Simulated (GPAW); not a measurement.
# BN (P6_3mc) in GPAW: notebook

The runs below take BN through band structure, equation of state, with LDA.

All numbers are computed with GPAW 26.7.0; they aren't measurements. Logs are shortened: lines on timing, memory, paths and dates and some standing lists are left out, and cuts for length are marked. The log counts tension as positive stress, the text compression.

## 1. Starting point

It takes space group P6_3mc (No. 186, hexagonal). Conventional cell: a = 2.554 Å, b = 2.554 Å, c = 4.227 Å, α = 90.00°, β = 90.00°, γ = 120.00°. Around N (site symmetry 3m) lie 4 B at 1.57 to 1.58 Å. B (site symmetry 3m) has 4 N at 1.57 to 1.58 Å as nearest neighbours.

Measurements of this composition are mostly on another form, of space group No. 194.

## 2. Band structure, LDA

The input, run.py:

```python
from ase import Atoms
from ase.dft.bandgap import bandgap
from ase.io import write
from ase.units import GPa
from gpaw import GPAW, PW

atoms = Atoms(['N', 'N', 'B', 'B'],
              cell=[[2.5539396017, 0.0, 0.0],
                    [-1.2769698009, 2.2117765748, 0.0],
                    [0.0, 0.0, 4.226855]],
              scaled_positions=[[0.3333333333, 0.6666666667, 0.125276],
                                [0.6666666667, 0.3333333333, 0.625276],
                                [0.3333333333, 0.6666666667, 0.499724],
                                [0.6666666667, 0.3333333333, 0.999724]],
              pbc=True)

calc = GPAW(mode=PW(800),
            xc='LDA',
            kpts={'size': (10, 10, 5), 'gamma': True},
            occupations={'name': 'fermi-dirac', 'width': 0.05},
            nbands=18,
            convergence={'density': 1e-05, 'energy': 1e-05},
            maxiter=150,
            txt='gpaw.txt')
atoms.calc = calc
energy = atoms.get_potential_energy()
forces = atoms.get_forces()
stress = atoms.get_stress()
calc.write('gs.gpw')
write('result.traj', atoms)
print(f'Energy: {energy:.6f} eV')
print('Forces (eV/A):')
print(forces.round(4))
print('Stress (GPa):', (stress / GPa).round(3))
print('Fermi level:', round(calc.get_fermi_level(), 4), 'eV')
print(f'Gap: {bandgap(calc)[0]:.4f} eV, direct: {bandgap(calc, direct=True)[0]:.4f} eV')

path = atoms.cell.bandpath('GMKGALHA,LM,KH', npoints=60, eps=1e-4)
bs_calc = calc.fixed_density(kpts=path, symmetry='off', nbands=27,
                             convergence={'bands': 'CBM+6.0', 'eigenstates': 1e-6}, txt='bands.txt')
bs = bs_calc.band_structure()
bs.write('bs.json')
print(f'Gap on the path: {bandgap(bs_calc)[0]:.4f} eV')
```

Potentials or basis: the program's PAW data sets (release 1.2.1) made for this functional, pw.

Run with:

```
$ OMP_NUM_THREADS=1 python run.py
```

gpaw.txt:

```text
__  _  _
 | _ |_)|_||  |
 |__||  | ||/\| - 26.7.0

Input parameters:
  mode=PW(ecut=800.0),
  convergence={'density': 1e-05, 'energy': 1e-05},
  kpts=MonkhorstPack(size=(10, 10, 5), gamma=True),
  maxiter=150,
  nbands=18,
  occupations=Occupations(name='fermi-dirac', width=0.05),
  xc=XC(name='LDA')

Diagonalizing LCAO Hamiltonian
Converting LCAO to pw mode

          B

        B N

        N

Atoms  # Å, Bohr magnetons
|   | symbol |         x |        y |        z |    initial magnetic moments |
|---|--------|-----------|----------|----------|-----------------------------|
| 0 |      N | -0.000000 | 1.474518 | 0.529523 | ( 0.0000,  0.0000,  0.0000) |
| 1 |      N |  1.276970 | 0.737259 | 2.642951 | ( 0.0000,  0.0000,  0.0000) |
| 2 |      B | -0.000000 | 1.474518 | 2.112261 | ( 0.0000,  0.0000,  0.0000) |
| 3 |      B |  1.276970 | 0.737259 | 4.225688 | ( 0.0000,  0.0000,  0.0000) |

Unit cell  # Å
| periodic |         x |        y |        z |  lengths |     angles |
|----------|-----------|----------|----------|----------|------------|
|      yes |  2.553940 | 0.000000 | 0.000000 | 2.553940 |  90.000000 |
|      yes | -1.276970 | 2.211777 | 0.000000 | 2.553940 |  90.000000 |
|      yes |  0.000000 | 0.000000 | 4.226855 | 4.226855 | 120.000000 |

Number of symmetries: 6
Symmetry operations  # r_c * U_cc + t_c -> r_c
|   | kind |            matrix            |
|---|------|------------------------------|
| 0 |  σ   |  1, 1, 0,  0,-1, 0,  0, 0, 1 |
| 1 |  E   |  1, 0, 0,  0, 1, 0,  0, 0, 1 |
| 2 |  C3  |  0, 1, 0, -1,-1, 0,  0, 0, 1 |
| 3 |  σ   |  0,-1, 0, -1, 0, 0,  0, 0, 1 |
| 4 |  σ   | -1, 0, 0,  1, 1, 0,  0, 0, 1 |
| 5 |  C3  | -1,-1, 0,  1, 0, 0,  0, 0, 1 |

BZ-sampling:
  Number of BZ points: 500
  Number of IBZ points: 58

  Monkhorst-Pack size: [10, 10, 5]
  Monkhorst-Pack shift: [0.05, 0.05, 0.0]

K-points  # in reciprocal-cell coordinates
|     |                                coordinates |     weight |
|-----|--------------------------------------------|------------|
|   0 | (  0.00000000,   0.00000000,   0.00000000) | 0.00200000 |
|   1 | (  0.00000000,   0.00000000,   0.20000000) | 0.00400000 |
|   2 | (  0.00000000,   0.00000000,   0.40000000) | 0.00400000 |
|   3 | (  0.10000000,   0.00000000,  -0.40000000) | 0.01200000 |
|   4 | (  0.10000000,   0.00000000,  -0.20000000) | 0.01200000 |
|   5 | (  0.10000000,   0.00000000,   0.00000000) | 0.01200000 |
|   6 | (  0.10000000,   0.00000000,   0.20000000) | 0.01200000 |
|   7 | (  0.10000000,   0.00000000,   0.40000000) | 0.01200000 |
|   8 | (  0.20000000,  -0.10000000,   0.00000000) | 0.01200000 |
|   9 | (  0.20000000,  -0.10000000,   0.20000000) | 0.02400000 |
| ... |                                            |            |
|  57 | (  0.50000000,   0.50000000,   0.40000000) | 0.01200000 |

Plane wave coefficients: 1240
Cutoff: 800.0 eV

Spin-components: 1 (collinear spins)
Bands:           18
Projectors:      20
Spin-degeneracy: 2
Datatype:        complex128

Parallelization:
  kpt:    1
  domain: 1
  band:   1

Density:
  Valence electrons: 16.0
  Components: 1
  Grid points: [18 18 28]
  Charge: 0.0  # |e|

Potential:
  Grid points: [18 18 28]

species:
  N:
    name:    Nitrogen
    Z:       7.0
    valence: 5
    core:    2
    charge:  0.0  # [|e|]
    compensation charges:
      type: gauss
      rc: 0.18  # [Å]
      lmax: 2
    cutoffs:
      filter: 1.11  # [Å]
      core: 0.96  # [Å]
    projectors
    | kind |    occ | energy [eV] | rcut [Å] |
    |------|--------|-------------|----------|
    |   2s |  2.000 |     -18.420 |    0.603 |
    |   2p |  3.000 |      -7.237 |    0.529 |
    |    s |        |       8.791 |    0.603 |
    |    p |        |      19.974 |    0.529 |
    |    d |        |       0.000 |    0.577 |

    Using partial waves for N as LCAO basis

  B:
    name:    Boron
    Z:       5.0
    valence: 3
    core:    2
    charge:  0.0  # [|e|]
    compensation charges:
      type: gauss
      rc: 0.20  # [Å]
      lmax: 2
    cutoffs:
      filter: 1.14  # [Å]
      core: 1.42  # [Å]
    projectors
    | kind |    occ | energy [eV] | rcut [Å] |
    |------|--------|-------------|----------|
    |   2s |  2.000 |      -9.383 |    0.635 |
    |   2p |  1.000 |      -3.714 |    0.635 |
    |    s |        |      17.828 |    0.635 |
    |    p |        |      23.498 |    0.635 |
    |    d |        |       0.000 |    0.635 |

    Using partial waves for B as LCAO basis

Reference energy: -4266.977455  # eV

eigensolver:
  PPCG
  Converge bands: occupied
  niter=2

density mixing:
  MSR1-Mixer
  Pratt-step length: 0.05
  Maximum mixing coefficient: 0.75
  Old densities: 10
  SVD Regularization: 0.005
  Good broyden scale: 1.0
  Trust region scale: 1.0
  Backstep threshold: 4.0
  History deletion threshold: 6.0
  Fourier metric: weight=20.0, sigma=0.015

occupation numbers:
  Fermi-Dirac:
    width: 0.0500  # eV

poisson solver:
  ecut: 6400.0  # eV

xc functional:
  name: None

convergence criteria:
[... 6 lines left out ...]
|iter     | |      energy | eigst |  dens |
|---------|-|-------------|-------|-------|
|iter:   1| |  -40.808207 | +0.12 |       |
|iter:   2| |  -40.429634 | -1.89 | -0.74 |
|iter:   3| |  -38.926084 | -1.26 | -0.78 |
|iter:   4| |  -38.884906 | -2.75 | -1.39 |
|iter:   5| |  -38.880542 | -3.45 | -1.85 |
|iter:   6| |  -38.880553 | -5.09 | -2.58 |
|iter:   7| |  -38.880554c| -7.06 | -3.66 |
|iter:   8| |  -38.880554c| -8.25c| -4.34 |
|iter:   9| |  -38.880554c| -7.98c| -4.80 |
|iter:  10| |  -38.880554c| -8.99c| -5.67c|

Converged in 10 steps
Energy contributions relative to reference atoms: (reference = -4266.977455)

Energy contributions:
  Kinetic:          32.024465
  Coulomb:         -30.698995
  Zero:              0.202615
  External:          0.000000
  Xc:              -40.408639
  Entropy:           0.000000
  Spinorbit:         0.000000
  ----------------------------
  Free energy:     -38.880554
  Extrapolated:    -38.880554

dipole moment: (0.000001, 0.000002, 4.501287)  # |e|*Ang

Fermi level: 12.803
Eigenvalues  # (at kpt = [0.000, 0.000, 0.000])
| band index |      eig [eV] | occ [0-2] |
|------------|---------------|-----------|
|          0 |       -10.299 |     2.000 |
|          1 |        -6.137 |     2.000 |
|          2 |        -1.023 |     2.000 |
|          3 |         7.722 |     2.000 |
|          4 |         7.722 |     2.000 |
|          5 |         9.548 |     2.000 |
[... 8 lines left out ...]
|         14 |        21.525 |     0.000 |
|         15 |        25.668 |     0.000 |
|        ... |               |           |
|         17 |        31.209 |     0.000 |

Gap: 5.175 eV
Transition (v -> c):
  (s=0, k=0, n=7, [0.00, 0.00, 0.00]) -> (s=0, k=39, n=8, [0.40, 0.30, 0.00])
Direct/indirect transitions are different
Direct gap: 8.112 eV
Transition at: (s=0, k=5, n=7, [0.10, 0.00, 0.00])

Forces  # eV/Ang
|       x |        y |        z |
|---------|----------|----------|
| 0.00000 |  0.00000 | -0.02174 |  # N    0
| 0.00000 |  0.00000 | -0.02165 |  # N    1
| 0.00000 | -0.00000 |  0.02177 |  # B    2
| 0.00000 |  0.00000 |  0.02173 |  # B    3

Stress tensor  # eV/Ang^3
|         x |         y |         z |
|-----------|-----------|-----------|
|  0.092847 |  0.000000 | -0.000000 |
|  0.000000 |  0.092847 | -0.000000 |
| -0.000000 | -0.000000 |  0.095454 |

# Writing to gs.gpw (mode='')
```

Wall time 42 s (1 thread of Arm Neoverse V2, shared host); peak memory 0.24 GiB.

Results:

```yaml
Free_energy: -38.8806 eV
Pressure: -15.0 GPa
Largest_force: 0.022 eV/Å
Band_gap_on_the_k_mesh: 5.18 eV, indirect (least direct gap 8.11 eV)
Band_gap_along_the_path: 4.98 eV, indirect (least direct gap 8.11 eV)
```

Forces on the atoms (eV/Å):
```
N    0.000  0.000 -0.022
N    0.000  0.000 -0.022
B    0.000  0.000  0.022
B    0.000  0.000  0.022
```

Stress tensor (GPa, compression positive):
```
-14.88   0.00   0.00
  0.00 -14.88   0.00
  0.00   0.00 -15.29
```

Levels at the corners of the path, in eV from the valence-band top:
```tsv
point	band 6	band 7	band 8	band 9	band 10	band 11
Γ	-0.28	0.00	0.00	8.21	8.21	8.43
M	-4.95	-4.41	-2.10	6.59	7.78	10.42
K	-5.42	-5.38	-5.38	4.98	13.27	13.27
Γ	-0.28	0.00	0.00	8.21	8.21	8.43
A	-1.17	-1.17	-1.17	9.38	9.38	9.75
L	-3.74	-3.55	-3.55	6.46	6.46	9.90
H	-7.72	-3.02	-3.02	9.22	9.22	9.93
A	-1.17	-1.17	-1.17	9.38	9.38	9.75
L	-3.74	-3.55	-3.55	6.46	6.46	9.90
M	-4.95	-4.41	-2.10	6.59	7.78	10.42
K	-5.42	-5.38	-5.38	4.98	13.27	13.27
H	-7.72	-3.02	-3.02	9.22	9.22	9.93
```

Caveat: the mesh misses the band edges, which the band path finds closer together.

## 3. Equation of state, LDA

The input, run.py:

```python
from ase import Atoms
from ase.eos import EquationOfState
from ase.io import Trajectory
from ase.units import GPa
from gpaw import GPAW, PW

atoms = Atoms(['N', 'N', 'B', 'B'],
              cell=[[2.5539396017, 0.0, 0.0],
                    [-1.2769698009, 2.2117765748, 0.0],
                    [0.0, 0.0, 4.226855]],
              scaled_positions=[[0.3333333333, 0.6666666667, 0.125276],
                                [0.6666666667, 0.3333333333, 0.625276],
                                [0.3333333333, 0.6666666667, 0.499724],
                                [0.6666666667, 0.3333333333, 0.999724]],
              pbc=True)

traj = Trajectory('eos.traj', 'w')
volumes, energies = [], []
for x in [0.94, 0.96, 0.98, 1.0, 1.02, 1.04, 1.06]:
    a = atoms.copy()
    a.set_cell(atoms.cell * x**(1 / 3), scale_atoms=True)
    calc = GPAW(mode=PW(800),
                xc='LDA',
                kpts={'size': (10, 10, 5), 'gamma': True},
                occupations={'name': 'fermi-dirac', 'width': 0.05},
                nbands=18,
                convergence={'density': 1e-05, 'energy': 1e-05},
                maxiter=150,
                txt=f'eos-{x:.2f}.txt')
    a.calc = calc
    energies.append(a.get_potential_energy(force_consistent=True))
    volumes.append(a.get_volume())
    p = -a.get_stress()[:3].mean() / GPa
    calc.write(f'eos-{x:.2f}.gpw')
    traj.write(a)
    print(f'{x:.2f} {volumes[-1]:10.4f} A^3 {energies[-1]:14.6f} eV {p:9.3f} GPa', flush=True)

v0, e0, B = EquationOfState(volumes, energies, eos='birchmurnaghan').fit()
print(f'V0 = {v0:.4f} A^3, E0 = {e0:.6f} eV, B0 = {B / GPa:.2f} GPa')
```

Potentials or basis: the program's PAW data sets (release 1.2.1) made for this functional, pw.

Run with:

```
$ OMP_NUM_THREADS=1 python run.py
```

The log of the run:

```text
__  _  _
 | _ |_)|_||  |
 |__||  | ||/\| - 26.7.0

Input parameters:
  mode=PW(ecut=800.0),
  convergence={'density': 1e-05, 'energy': 1e-05},
  kpts=MonkhorstPack(size=(10, 10, 5), gamma=True),
  maxiter=150,
  nbands=18,
  occupations=Occupations(name='fermi-dirac', width=0.05),
  xc=XC(name='LDA')

Diagonalizing LCAO Hamiltonian
Converting LCAO to pw mode

          B

        B N

        N

Atoms  # Å, Bohr magnetons
|   | symbol |         x |        y |        z |    initial magnetic moments |
|---|--------|-----------|----------|----------|-----------------------------|
| 0 |      N | -0.000000 | 1.454589 | 0.522367 | ( 0.0000,  0.0000,  0.0000) |
| 1 |      N |  1.259711 | 0.727295 | 2.607231 | ( 0.0000,  0.0000,  0.0000) |
| 2 |      B | -0.000000 | 1.454589 | 2.083713 | ( 0.0000,  0.0000,  0.0000) |
| 3 |      B |  1.259711 | 0.727295 | 4.168577 | ( 0.0000,  0.0000,  0.0000) |

Unit cell  # Å
| periodic |         x |        y |        z |  lengths |     angles |
|----------|-----------|----------|----------|----------|------------|
|      yes |  2.519423 | 0.000000 | 0.000000 | 2.519423 |  90.000000 |
|      yes | -1.259711 | 2.181884 | 0.000000 | 2.519423 |  90.000000 |
|      yes |  0.000000 | 0.000000 | 4.169728 | 4.169728 | 120.000000 |

Number of symmetries: 6
Symmetry operations  # r_c * U_cc + t_c -> r_c
|   | kind |            matrix            |
|---|------|------------------------------|
| 0 |  σ   |  1, 1, 0,  0,-1, 0,  0, 0, 1 |
| 1 |  E   |  1, 0, 0,  0, 1, 0,  0, 0, 1 |
| 2 |  C3  |  0, 1, 0, -1,-1, 0,  0, 0, 1 |
| 3 |  σ   |  0,-1, 0, -1, 0, 0,  0, 0, 1 |
| 4 |  σ   | -1, 0, 0,  1, 1, 0,  0, 0, 1 |
[... 111 lines left out ...]
  Trust region scale: 1.0
  Backstep threshold: 4.0
  History deletion threshold: 6.0
  Fourier metric: weight=20.0, sigma=0.015

occupation numbers:
  Fermi-Dirac:
    width: 0.0500  # eV

poisson solver:
  ecut: 6400.0  # eV

xc functional:
  name: None

convergence criteria:
[... 6 lines left out ...]
|iter     | |      energy | eigst |  dens |
|---------|-|-------------|-------|-------|
|iter:   1| |  -40.974148 | +0.14 |       |
|iter:   2| |  -40.579838 | -1.89 | -0.73 |
|iter:   3| |  -38.965336 | -1.23 | -0.77 |
|iter:   4| |  -38.920536 | -2.71 | -1.38 |
|iter:   5| |  -38.916367 | -3.46 | -1.86 |
|iter:   6| |  -38.916393 | -5.09 | -2.57 |
|iter:   7| |  -38.916394c| -7.11 | -3.68 |
|iter:   8| |  -38.916394c| -7.47c| -4.37 |
|iter:   9| |  -38.916394c| -8.33c| -5.26c|

Converged in 9 steps
Energy contributions relative to reference atoms: (reference = -4266.977455)

Energy contributions:
  Kinetic:          39.417400
  Coulomb:         -36.279488
  Zero:              0.202015
  External:          0.000000
  Xc:              -42.256320
  Entropy:          -0.000000
  Spinorbit:         0.000000
  ----------------------------
  Free energy:     -38.916394
  Extrapolated:    -38.916394

dipole moment: (0.000005, 0.000000, 4.392352)  # |e|*Ang

Fermi level: 13.529
Eigenvalues  # (at kpt = [0.000, 0.000, 0.000])
| band index |      eig [eV] | occ [0-2] |
|------------|---------------|-----------|
|          0 |       -10.151 |     2.000 |
|          1 |        -5.797 |     2.000 |
|          2 |        -0.790 |     2.000 |
|          3 |         8.256 |     2.000 |
|          4 |         8.256 |     2.000 |
|          5 |        10.157 |     2.000 |
[... 8 lines left out ...]
|         14 |        22.459 |     0.000 |
|         15 |        26.815 |     0.000 |
|        ... |               |           |
|         17 |        32.207 |     0.000 |

Gap: 5.120 eV
Transition (v -> c):
  (s=0, k=0, n=7, [0.00, 0.00, 0.00]) -> (s=0, k=39, n=8, [0.40, 0.30, 0.00])
Direct/indirect transitions are different
Direct gap: 8.311 eV
Transition at: (s=0, k=5, n=7, [0.10, 0.00, 0.00])

Stress tensor  # eV/Ang^3
|         x |         y |         z |
|-----------|-----------|-----------|
| -0.003531 | -0.000000 |  0.000000 |
| -0.000000 | -0.003531 |  0.000000 |
|  0.000000 |  0.000000 | -0.002114 |

# Writing to eos-0.96.gpw (mode='')
```

stdout:

```text
0.94    22.4438 A^3     -38.897287 eV     9.446 GPa
0.96    22.9214 A^3     -38.916394 eV     0.490 GPa
0.98    23.3989 A^3     -38.910255 eV    -7.631 GPa
1.00    23.8764 A^3     -38.880554 eV   -15.015 GPa
1.02    24.3539 A^3     -38.829830 eV   -21.717 GPa
1.04    24.8315 A^3     -38.760076 eV   -27.797 GPa
1.06    25.3090 A^3     -38.672790 eV   -33.322 GPa
V0 = 23.0353 A^3, E0 = -38.917210 eV, B0 = 404.32 GPa
```

Run time: 2.7 min. Hardware: 1 thread of Arm Neoverse V2, shared host; peak memory 0.33 GiB.

What came out:

| Item | Value |
| --- | --- |
| Equilibrium volume | 5.76 Å³/atom |
| Bulk modulus at fixed shape and positions | 404 GPa |
| Pressure derivative of the bulk modulus | 3.7 |

Energy against volume, from the lowest point:
```tsv
volume (Å³/atom)	energy (meV/atom)
5.611	4.78
5.730	0.00
5.850	1.53
5.969	8.96
6.088	21.64
6.208	39.08
6.327	60.90
```

Caveat: the cell was scaled at fixed shape and fractional positions, which overstates the stiffness of a crystal with free parameters, most of all of layers and chains.
